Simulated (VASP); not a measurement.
## KI: from the relaxed cell to its vibrations

What lattice, stiffness and vibrations does KI have at one level of theory? The starting structure is a measured crystal structure from the Crystallography Open Database. All runs use LDA.

Main program and level: VASP 6.6.1; Kohn-Sham DFT with plane waves and PAW; LDA.

**1. The structure**

The structure is cubic, space group Fm-3m (No. 225). Conventional cell: a = 7.049 Å, b = 7.049 Å, c = 7.049 Å, α = 90.00°, β = 90.00°, γ = 90.00°. Nearest to I lie 6 K at 3.52 Å. K has 6 I at 3.52 Å nearest. Farther neighbours and most contacts between anions are not listed.

As a file:

```
I K
1.0
     0.00000    3.52455    3.52455
     3.52455    0.00000    3.52455
     3.52455    3.52455    0.00000
I K
1 1
Direct
  0.50000 0.50000 0.50000
  0.00000 0.00000 0.00000
```

**2. Relaxation**

This run starts from the cell of an earlier relaxation, which isn't shown; the restart sets up the plane waves anew.

Contents of INCAR:

```
SYSTEM = KI
PREC = Accurate
ENCUT = 500
EDIFF = 1E-07
NELM = 100
ISMEAR = 0
SIGMA = 0.03
LREAL = .FALSE.
ALGO = Normal
GGA = CA
NBANDS = 14
LORBIT = 11
LWAVE = .FALSE.
LCHARG = .FALSE.
KPAR = 4
IBRION = 2
NSW = 50
ISIF = 3
EDIFFG = -0.002
```

Contents of POSCAR:

```
KI
1.0
    0.0000000000      3.4137031115      3.4137031115
    3.4137031115      0.0000000000      3.4137031115
    3.4137031115      3.4137031115      0.0000000000
I K
1 1
Direct
    0.5000000000      0.5000000000      0.5000000000
    0.0000000000      0.0000000000      0.0000000000
```

Contents of KPOINTS:

```
Automatic mesh
0
Gamma
6 6 6
0 0 0
```

Potentials, in the order of the species: I and K_sv (LDA family, release 64).

Run with:

```sh
mpirun -np 4 vasp_std
```

What it wrote:

```text
[banner, memory and clock lines left out]
running    4 mpi-ranks, on    1 nodes
 distrk:  each k-point on    1 cores,    4 groups
 distr:  one band on    1 cores,    1 groups

 POSCAR found type information on POSCAR I K
 POSCAR found :  2 types and       2 ions
 LDA part: xc-table for (Slater(with rela. corr.)+CA(PZ))
 , standard interpolation
 POSCAR, INCAR and KPOINTS ok, starting setup
 FFT: planning ... GRIDC
 FFT: planning ... GRID_SOFT
 FFT: planning ... GRID
 WAVECAR not read
 entering main loop
       N       E                     dE             d eps       ncg     rms          rms(c)
DAV:   1     0.956951790627E+02    0.95695E+02   -0.64975E+03   448   0.955E+02
DAV:   2    -0.174371916348E+00   -0.95870E+02   -0.89533E+02   562   0.245E+02
DAV:   3    -0.597950657603E+01   -0.58051E+01   -0.57714E+01   608   0.496E+01
DAV:   4    -0.625040134268E+01   -0.27089E+00   -0.27080E+00   718   0.103E+01
DAV:   5    -0.625343878794E+01   -0.30374E-02   -0.30374E-02   622   0.110E+00    0.403E+00
DAV:   6    -0.617921516132E+01    0.74224E-01   -0.80626E-02   538   0.193E+00    0.278E+00
DAV:   7    -0.616620169004E+01    0.13013E-01   -0.87333E-02   544   0.175E+00    0.813E-01
DAV:   8    -0.616612567782E+01    0.76012E-04   -0.13649E-02   514   0.904E-01    0.217E-01
DAV:   9    -0.616610163762E+01    0.24040E-04   -0.42230E-04   588   0.132E-01    0.107E-01
DAV:  10    -0.616613516485E+01   -0.33527E-04   -0.19380E-04   578   0.661E-02    0.778E-02
DAV:  11    -0.616612734009E+01    0.78248E-05   -0.55932E-05   478   0.463E-02    0.748E-03
DAV:  12    -0.616612747594E+01   -0.13585E-06   -0.22304E-06   532   0.120E-02    0.391E-03
DAV:  13    -0.616612759336E+01   -0.11742E-06   -0.17489E-07   526   0.325E-03    0.568E-03
DAV:  14    -0.616612758496E+01    0.84008E-08   -0.10152E-07   328   0.185E-03
   1 F= -.61661276E+01 E0= -.61661276E+01  d E =-.616613E+01
 curvature:   0.00 expect dE= 0.000E+00 dE for cont linesearch  0.000E+00
 trial: gam= 0.00000 g(F)=  0.564E-61 g(S)=  0.633E-06 ort = 0.000E+00 (trialstep = 0.100E+01)
 search vector abs. value=  0.633E-06
 reached required accuracy - stopping structural energy minimisation
```

It took 3.2 s on 4 MPI ranks of Intel Xeon 6975P-C (Granite Rapids), shared host; peak memory 0.67 GiB.

Lines that name or quote the potential files are left out of all logs, and their timing lines are given in words.

Parts of OUTCAR (step 2):

```text
ion  position               nearest neighbor table
   1  0.500  0.500  0.500-   2 3.41   2 3.41   2 3.41   2 3.41   2 3.41   2 3.41
   2  0.000  0.000  0.000-   1 3.41   1 3.41   1 3.41   1 3.41   1 3.41   1 3.41

  LATTYP: Found a face centered cubic cell.
 ALAT       =     6.8274062230

 Subroutine GETGRP returns: Found 48 space group operations
 (whereof 48 operations were pure point group operations)

The static configuration has the point symmetry O_h .

 Found     16 irreducible k-points:

   k-points           NKPTS =     16   k-points in BZ     NKDIM =     16   number of bands    NBANDS=     14

   dimension x,y,z NGX =    36 NGY =   36 NGZ =   36
   dimension x,y,z NGXF=    72 NGYF=   72 NGZF=   72

   ENCUT  =  500.0 eV  36.75 Ry    6.06 a.u.   8.80  8.80  8.80*2*pi/ulx,y,z

   NELECT =      16.0000    total number of electrons

 k-points in reciprocal lattice and weights: Automatic mesh
   0.00000000  0.00000000  0.00000000       0.005
   0.16666667  0.00000000  0.00000000       0.037
   0.33333333  0.00000000  0.00000000       0.037
   0.50000000  0.00000000  0.00000000       0.019
   0.16666667  0.16666667  0.00000000       0.028
   0.33333333  0.16666667  0.00000000       0.111
   0.50000000  0.16666667  0.00000000       0.111
  -0.33333333  0.16666667  0.00000000       0.111
  -0.16666667  0.16666667  0.00000000       0.056
[...]
-0.33333333  0.33333333  0.16666667       0.111
  -0.33333333  0.50000000  0.16666667       0.056

 average (electrostatic) potential at core
       1 -94.4580       2 -34.9869

 E-fermi :   0.0854

 k-point     1 :       0.0000    0.0000    0.0000
  band No.  band energies     occupation
    ...
      4     -11.7704      2.00000
      5     -10.7866      2.00000
      6      -0.0440      2.00000
      7      -0.0440      2.00000
      8      -0.0440      2.00000
      9       3.8234      0.00000
     10       6.1744      0.00000
     11       6.1744      0.00000
     12       6.1744      0.00000
     13       7.0072      0.00000
    ...

 k-point     2 :       0.1667    0.0000    0.0000
  band No.  band energies     occupation
    ...
      4     -11.7713      2.00000
      5     -10.6461      2.00000
      6      -0.5809      2.00000
      7      -0.1685      2.00000
      8      -0.1685      2.00000
      9       4.5242      0.00000
     10       6.1257      0.00000
     11       6.4985      0.00000
     12       6.4985      0.00000
     13       7.3897      0.00000
    ...

 k-point     3 :       0.3333    0.0000    0.0000
  band No.  band energies     occupation
    ...
      4     -11.7729      2.00000
      5     -10.4077      2.00000
      6      -1.3684      2.00000
      7      -0.3939      2.00000
      8      -0.3939      2.00000
      9       5.1723      0.00000
     10       7.0002      0.00000
     11       7.3028      0.00000
     12       7.3028      0.00000
     13       8.3517      0.00000
    ...

  Total       -0.0029579     -0.0029579     -0.0029579     -0.0000000      0.0000000     -0.0000000
  in kB       -0.0595649     -0.0595649     -0.0595649     -0.0000000      0.0000000     -0.0000000
  external PRESSURE =      -0.0595649 kB  Pullay stress =       0.0000000 kB

  energy-cutoff  :      500.00
  volume of cell :       79.56
      direct lattice vectors                 reciprocal lattice vectors
     0.000000000  3.413703111  3.413703111    -0.146468508  0.146468508  0.146468508
     3.413703111  0.000000000  3.413703111     0.146468508 -0.146468508  0.146468508
     3.413703111  3.413703111  0.000000000     0.146468508  0.146468508 -0.146468508

 POSITION                                       TOTAL-FORCE (eV/Angst)
 -----------------------------------------------------------------------------------
      3.41370      3.41370      3.41370        -0.000000      0.000000     -0.000000
      0.00000      0.00000      0.00000         0.000000      0.000000      0.000000
 -----------------------------------------------------------------------------------
    total drift:                                0.000000      0.000000      0.000000

  FREE ENERGIE OF THE ION-ELECTRON SYSTEM (eV)
  ---------------------------------------------------
  free  energy   TOTEN  =        -6.1661275850 eV

  energy  without entropy=       -6.1661275850  energy(sigma->0) =       -6.16612758

 reached required accuracy - stopping structural energy minimisation

 total charge
# of ion       s       p       d       tot
------------------------------------------
    1        1.498   2.855   0.002   4.355
    2        1.959   5.562   0.032   7.552
--------------------------------------------------
tot          3.457   8.416   0.034  11.907

[... 3 further parts left out ...]
```

CONTCAR:

```
KI
   1.00000000000000
     0.0000000000000000    3.4137031114999998    3.4137031114999998
     3.4137031114999998    0.0000000000000000    3.4137031114999998
     3.4137031114999998    3.4137031114999998    0.0000000000000000
  I               K
     1     1
Direct
     0.5000000000000000    0.5000000000000000    0.5000000000000000
     0.0000000000000000    0.0000000000000000    0.0000000000000000
```

The run keeps the 48 symmetry operations of its start, so it cannot find a distortion of lower symmetry.

The relaxed cell holds 39.781 Å³ an atom, with a = 6.827 Å (-3.1 % against the database cell). Pressures at 0.985 and 1.015 times this volume, from two more relaxations that aren't shown, give a bulk modulus of 16.0 GPa.

**3. Elastic constants**

Contents of INCAR:

```
SYSTEM = KI
PREC = Accurate
ENCUT = 700
EDIFF = 1E-08
NELM = 100
ISMEAR = 0
SIGMA = 0.03
LREAL = .FALSE.
ALGO = Normal
GGA = CA
NBANDS = 14
LORBIT = 11
LWAVE = .FALSE.
LCHARG = .FALSE.
KPAR = 4
IBRION = 6
NFREE = 2
POTIM = 0.015
ISIF = 3
NSW = 1
```

POSCAR is that of step 2.

KPOINTS is that of step 2.

Run with:

```sh
mpirun -np 4 vasp_std
```

What it wrote:

```text
[... set-up lines as in an earlier step ...]
 entering main loop
       N       E                     dE             d eps       ncg     rms          rms(c)
DAV:   1     0.117329642494E+03    0.11733E+03   -0.80207E+03   448   0.127E+03
DAV:   2     0.173153690976E+01   -0.11560E+03   -0.10468E+03   520   0.271E+02
DAV:   3    -0.591963851756E+01   -0.76512E+01   -0.76004E+01   648   0.586E+01
DAV:   4    -0.625175776728E+01   -0.33212E+00   -0.33191E+00   742   0.112E+01
[...]
DAV:  13    -0.616629104356E+01   -0.10608E-06   -0.17970E-07   582   0.319E-03    0.546E-03
DAV:  14    -0.616629103769E+01    0.58712E-08   -0.13946E-07   532   0.193E-03    0.177E-03
DAV:  15    -0.616629103481E+01    0.28767E-08   -0.13325E-08   370   0.718E-04
   1 F= -.61662910E+01 E0= -.61662910E+01  d E =-.190919E-11
[... from here on, the cycles between the ionic steps are left out ...]
   2 F= -.61642423E+01 E0= -.61642423E+01  d E =-.147122E-31
   3 F= -.61638266E+01 E0= -.61638266E+01  d E =-.166290E-15
   4 F= -.61642423E+01 E0= -.61642423E+01  d E =-.145862E-31
   5 F= -.61638266E+01 E0= -.61638266E+01  d E =-.166176E-15
   6 F= -.61642423E+01 E0= -.61642423E+01  d E =-.145973E-31
   7 F= -.61638266E+01 E0= -.61638266E+01  d E =-.166649E-15
   8 F= -.61660975E+01 E0= -.61660975E+01  d E =-.176193E-29
   9 F= -.61660975E+01 E0= -.61660975E+01  d E =-.178327E-29
  10 F= -.61660975E+01 E0= -.61660975E+01  d E =-.179447E-29
  11 F= -.61660975E+01 E0= -.61660975E+01  d E =-.178145E-29
  12 F= -.61660975E+01 E0= -.61660975E+01  d E =-.179200E-29
  13 F= -.61660975E+01 E0= -.61660975E+01  d E =-.178299E-29
  14 F= -.61661284E+01 E0= -.61661284E+01  d E =-.185841E-11
  15 F= -.61661284E+01 E0= -.61661284E+01  d E =-.185797E-11
  16 F= -.61661277E+01 E0= -.61661277E+01  d E =-.185696E-11
  17 F= -.61661277E+01 E0= -.61661277E+01  d E =-.186060E-11
 Finite differences progress:
  Degree of freedom:   8/  8
  Displacement:        2/  2
  Total:              16/ 16
```

Wall time 2.1 min (4 MPI ranks); peak memory 1.6 GiB.

OUTCAR, selected parts (step 3):

```text
  Total        0.0053310      0.0028413      0.0028413      0.0000000      0.0000000      0.0000000
  in kB        0.1073533      0.0572158      0.0572158      0.0000000      0.0000000      0.0000000
  external PRESSURE =       0.0739283 kB  Pullay stress =       0.0000000 kB

 POSITION                                       TOTAL-FORCE (eV/Angst)
 -----------------------------------------------------------------------------------
      3.41370      3.41370      3.41370        -0.021709      0.000000      0.000000
     -0.01500      0.00000      0.00000         0.021709      0.000000      0.000000
 -----------------------------------------------------------------------------------
    total drift:                               -0.000080      0.000000      0.000000

  FREE ENERGIE OF THE ION-ELECTRON SYSTEM (eV)
  ---------------------------------------------------
  free  energy   TOTEN  =        -6.1661276981 eV

  energy  without entropy=       -6.1661276981  energy(sigma->0) =       -6.16612770

[... 1 part as in an earlier step ...]

[... 2 further parts left out ...]
[key lines of the parts left out:]
E-fermi :   0.0854
```

The last energy, forces and stress in OUTCAR belong to the last displaced cell, not to that of POSCAR.

The elastic tensor has C11 = 40.5, C12 = 3.9, C44 = 3.5 GPa; its Hill averages are a bulk modulus of 16.1 and a shear modulus of 7.3 GPa.

**4. Modes of the relaxed cell**

Contents of INCAR:

```
SYSTEM = KI
PREC = Accurate
ENCUT = 500
EDIFF = 1E-08
NELM = 100
ISMEAR = 0
SIGMA = 0.03
LREAL = .FALSE.
ALGO = Normal
GGA = CA
NBANDS = 14
LORBIT = 11
LWAVE = .FALSE.
LCHARG = .FALSE.
KPAR = 4
IBRION = 8
LEPSILON = .TRUE.
LPEAD = .TRUE.
ISIF = 2
```

POSCAR is that of step 3.

Contents of KPOINTS:

```
Automatic mesh
0
Gamma
10 10 10
0 0 0
```

Run with:

```sh
mpirun -np 4 vasp_std
```

What it wrote:

```text
[... set-up lines as in an earlier step ...]
 entering main loop
       N       E                     dE             d eps       ncg     rms          rms(c)
DAV:   1     0.931973829248E+02    0.93197E+02   -0.64598E+03  1316   0.958E+02
DAV:   2    -0.371351854199E+00   -0.93569E+02   -0.86847E+02  1606   0.238E+02
DAV:   3    -0.595941840318E+01   -0.55881E+01   -0.55634E+01  1830   0.496E+01
DAV:   4    -0.625137967571E+01   -0.29196E+00   -0.29181E+00  2124   0.105E+01
[...]
DAV:  13    -0.616615703768E+01   -0.11231E-06   -0.18245E-07  1672   0.322E-03    0.567E-03
DAV:  14    -0.616615703109E+01    0.65891E-08   -0.11604E-07  1550   0.177E-03    0.146E-03
DAV:  15    -0.616615702950E+01    0.15993E-08   -0.97810E-09  1056   0.628E-04
   1 F= -.61661570E+01 E0= -.61661570E+01  d E =-.127699E-12
 Linear response reoptimize wavefunctions to high precision
DAV:   1    -0.616615702959E+01   -0.96861E-10   -0.11629E-09  1098   0.279E-04
DAV:   2    -0.616615702964E+01   -0.42746E-10   -0.21287E-10   712   0.123E-04
 Linear response to external field (no local field effect), progress :
[...]
RMM:  15    -0.866598526030E-01    0.41349E-08    0.19712E-09  5800   0.290E-06    0.268E-06
 first order change of Fermi-energy  -0.12557E-03
 force on displaced ion       1 direction 1 :  -1.452   0.000   0.000
 Born effective charge ion    1 direction 1 :  -1.106   0.000   0.000
 Linear response progress:
  Degree of freedom:   2/  2
       N       E                     dE             d eps       ncg     rms          rms(c)
RMM:   1    -0.311400587268E+00   -0.31140E+00    0.21974E-01  4307   0.434E+00
RMM:   2    -0.308976590209E+00    0.24240E-02   -0.30968E-02  5287   0.113E+00    0.351E-02
RMM:   3    -0.311113959403E+00   -0.21374E-02   -0.49328E-03  6189   0.339E-01    0.359E-02
RMM:   4    -0.311216537236E+00   -0.10258E-03   -0.16947E-04  6477   0.684E-02    0.303E-02
[...]
RMM:  13    -0.311237771402E+00    0.15982E-06   -0.62267E-08  6644   0.822E-05    0.845E-06
RMM:  14    -0.311237743934E+00    0.27469E-07    0.84380E-08  6804   0.512E-05    0.234E-06
RMM:  15    -0.311237738801E+00    0.51330E-08   -0.93054E-09  6659   0.310E-05    0.253E-06
 first order change of Fermi-energy   0.39511E-04
 force on displaced ion       2 direction 1 :  -1.454   0.000   0.000
 Born effective charge ion    2 direction 1 :   1.106   0.000   0.000
 Born effective charges drift removed
 Linear response finished
```

Wall time 2.2 min (4 MPI ranks); peak memory 2.2 GiB; 8.6 min of CPU time.

OUTCAR, selected parts (step 4):

```text
  Total       -0.0032435     -0.0032435     -0.0032435      0.0000000      0.0000000      0.0000000
  in kB       -0.0653160     -0.0653160     -0.0653160      0.0000000      0.0000000      0.0000000
  external PRESSURE =      -0.0653160 kB  Pullay stress =       0.0000000 kB

 POSITION                                       TOTAL-FORCE (eV/Angst)
 -----------------------------------------------------------------------------------
      3.41370      3.41370      3.41370         0.000000      0.000000     -0.000000
      0.00000      0.00000      0.00000        -0.000000     -0.000000      0.000000
 -----------------------------------------------------------------------------------
    total drift:                                0.000000      0.000000      0.000000

 MACROSCOPIC STATIC DIELECTRIC TENSOR (including local field effects in DFT)
 ------------------------------------------------------
           3.116538    -0.000000     0.000000
           0.000000     3.116538     0.000000
          -0.000000     0.000000     3.116538
 ------------------------------------------------------

 MACROSCOPIC STATIC DIELECTRIC TENSOR IONIC CONTRIBUTION
 ------------------------------------------------------
           1.915304    -0.000000     0.000000
          -0.000000     1.915304     0.000000
           0.000000     0.000000     1.915304
 ------------------------------------------------------

[... 1 part as in an earlier step ...]

[... 1 further part left out ...]
```

The zone-centre modes at 39.781 Å³ an atom are T1u 115.0 cm⁻¹.

(Part 1 of 2 ends here.)

[Lines on the potential files, build, host, timing and source positions are cut from VASP's logs without a mark.]

[Logs are printed without paths, hosts, clocks, repeated set-up lines and the standing remarks that a program may print on its own settings, such as how far it seeks lower states.]

[Hosts, paths, dates, database ids (printed as entryN), source tags and the programs' standing remarks are cut or masked in the printed files.]
